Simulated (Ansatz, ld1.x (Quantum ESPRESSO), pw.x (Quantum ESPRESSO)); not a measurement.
scandium: one change to the TM potential, in the atom and in the bcc crystal

ld1.x (Quantum ESPRESSO) 7.5 input, shortened:

```
&input
   title='Sc', zed=21., rel=1, dft='PBE', iswitch=3,
   config='[Ar] 3d1 4s2 4p0'
 /
 &inputp
   pseudotype=2, tm=.true., lloc=-1, rcloc=2.95,
   nlcc=.true., rcore=1.20
 /
3
4S  1  0   2.00   0.00  3.20  3.20  0.0
4P  2  1   0.00   0.00  3.80  3.80  0.0
3D  3  2   1.00   0.00  2.20  2.20  0.0
 &test
   configts(1)='3d1 4s2 4p0'
 /
```

Change: local potential all-electron potential smoothed inside 2.48 bohr (lloc = -1).

Cutoffs, loose and tight: the cutoffs (Ry, on a coarse ladder) from which the occupation-weighted sum of valence levels, in a spherical-Bessel basis at the reference potential, stays within 10 and 1 mRy of its value at 400 Ry. They do not see the model core or the augmentation charge, which bear on the density cutoff. Test errors are all-electron minus pseudo excitation energies from the reference, over the configurations 3d1 4s1 4p0; 3d1 4s0 4p0; 3d1 4s1.5 4p0; 3d1 4s0 4p1; 3d0 4s2 4p1; 3d0 4s2 4p0; 3d1 4s0 4p2; variants that change the core or the reference have their own tests.

Crystal test: bcc Sc in pw.x 7.5, no spin, 13³ k-points, Fermi–Dirac smearing 0.01 Ry, cutoffs set for each file from its atomic test. The reference is all-electron LAPW (Ansatz 0.2.0) with the same functional, mesh and smearing; V0 and B0 come from Birch–Murnaghan fits to the pressures at five volumes. Errors are pseudo minus all-electron; Δ is the rms difference of the E(V) curves that follow from these fits, minima aligned, over ±6 % about the mean V0. Mesh and smearing are coarse, so the numbers serve the comparison and aren't converged zero-temperature values; the lattice is a test structure that the element need not adopt.

All-electron: a0 = 3.685 Å (V0 = 25.02 Å³/atom), B0 = 52.2 GPa.

Q: Does the change bring the crystal closer to the all-electron result?

A: The mean pressure error goes from +0.40 to -1.25 GPa, so the change moves the solid further from the all-electron pressures.

```tsv
quantity	base	changed
outcome (atom)	generated	generated
cutoff, loose (atom)	40 Ry	40 Ry
cutoff, tight (atom)	50 Ry	50 Ry
bound ghosts (atom)	none	s
largest test error (meV) (atom)	-266	-32 over the solved tests; 2 of 7 tests not solved or not reliable
cutoffs in pw.x (Ry)	60/240	60/240
a0 (Å)	3.694	3.655
a0 error (%)	+0.24	-0.80
B0 error (%)	+3.1	+3.4
Δ (meV/atom)	2.1	6.9
mean pressure error (GPa)	+0.40	-1.25
```

Base: The largest radius (3.80 bohr) exceeds half the bond length (3.01 bohr), so the spheres overlap, which is one possible source of error among others. The logarithmic derivative shows an extra or strongly shifted pseudo pole above the reference energy (s near 1.57 Ry). Changed file: The largest radius (3.80 bohr) exceeds half the bond length (3.01 bohr), so the spheres overlap, which is one possible source of error among others. This is a poor potential for the solid. Note: ghost state, extra bound levels that the all-electron valence spectrum of the same l lacks: s at -0.22 eV. A true bound ghost makes a file unfit for plane-wave use. Atomic configuration tests: 2 of 7 tests not solved or not reliable. The logarithmic derivative shows an extra or strongly shifted pseudo pole above the reference energy (s near -0.02 Ry, p near 1.84 Ry). The atomic cutoffs weigh occupied waves only.
